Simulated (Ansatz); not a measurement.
## Computed properties of SnO₂ (Pa-3)

All numbers come from the PAW code Ansatz. Calculated for a static, non-magnetic cell.

SnO₂ (Pa-3) from a database structure, relaxed with r2SCAN. Space group Pa-3 (No. 205), cubic; conventional cell a = 5.101 Å, 11.06 Å³ an atom. Around Sn lie 6 O at 2.08 Å; around O lie 3 Sn at 2.08 Å.

```yaml
crystal:
  lattice:
    - [5.10056, 0.00000, 0.00000]
    - [0.00000, 5.10056, 0.00000]
    - [0.00000, 0.00000, 5.10056]
  atoms:
    - { symbol: Sn, position: [0.00000, 0.50000, 0.50000] }
    - { symbol: Sn, position: [0.50000, 0.50000, 0.00000] }
    - { symbol: Sn, position: [0.50000, 0.00000, 0.50000] }
    - { symbol: Sn, position: [0.00000, 0.00000, 0.00000] }
    - { symbol: O, position: [0.33973, 0.16027, 0.83973] }
    - { symbol: O, position: [0.16027, 0.83973, 0.33973] }
    - { symbol: O, position: [0.83973, 0.33973, 0.16027] }
    - { symbol: O, position: [0.66027, 0.66027, 0.66027] }
    - { symbol: O, position: [0.33973, 0.33973, 0.33973] }
    - { symbol: O, position: [0.16027, 0.66027, 0.83973] }
    - { symbol: O, position: [0.83973, 0.16027, 0.66027] }
    - { symbol: O, position: [0.66027, 0.83973, 0.16027] }
```

Relaxed lattice by functional, symmetry kept:
```csv
functional,k mesh,a (Å),volume (Å³/atom)
PBE,4×4×4,5.170,11.51
r2SCAN,4×4×4,5.101,11.06
PBEsol,4×4×4,5.112,11.13
```

Band edges at fixed r2SCAN geometry:
```
  level  k mesh  gap (eV)      kind                  edges  least direct gap (eV)
PBE+SOC   6×6×6      0.99  indirect  (0, 0.135, 0.385) → Γ                   1.07
 r2SCAN   6×6×6      1.59  indirect  (0, 0.135, 0.385) → Γ                   1.68
  HSE06   4×4×4      2.57  indirect  (0, 0.135, 0.385) → Γ                   2.68
   PBE0   4×4×4      3.27  indirect  (0, 0.135, 0.385) → Γ                   3.37
```
PBE+SOC: smearing of 0.02 eV; the others have fixed occupations.
Wave cutoffs: 420 eV, 500 eV (r2SCAN).
Points off the special ones are mesh points or PBE's searched band edges, reused at the other levels. PBE's own run along the path (0.99 eV) came before the search for the edges and missed one, so it isn't listed.

With HSE06 the valence top lies at k = (0, 0.135, 0.385) and the conduction bottom at Γ, 2.57 eV higher; the smallest vertical gap, at Γ, is 2.68 eV.

Among these functionals the gap stays indirect.

On the PBEsol cell (a = 5.112 Å), with PBEsol: All optical modes at Γ are real, from 96 to 631 cm⁻¹ without the longitudinal term; this says nothing of other wave vectors. With the long-range field the highest mode reaches 659 cm⁻¹. The program warns that the force constants, and all that is formed from them, aren't settled on this k mesh. ε∞: 5.76 in all directions. With the ions relaxed, ε⁰ is 25.6 in all directions. Born charges, averaged over directions: Sn +4.43, O -2.21 e. The program notes that the ground state's band table doesn't vouch for all the bands that the response reads.

Only the levels marked +SOC include spin-orbit coupling.

Coordinates of k points refer to the reciprocal vectors of the primitive cell of the runs.

The meshes of the hybrids are coarse, so their gaps aren't converged to the digits shown.
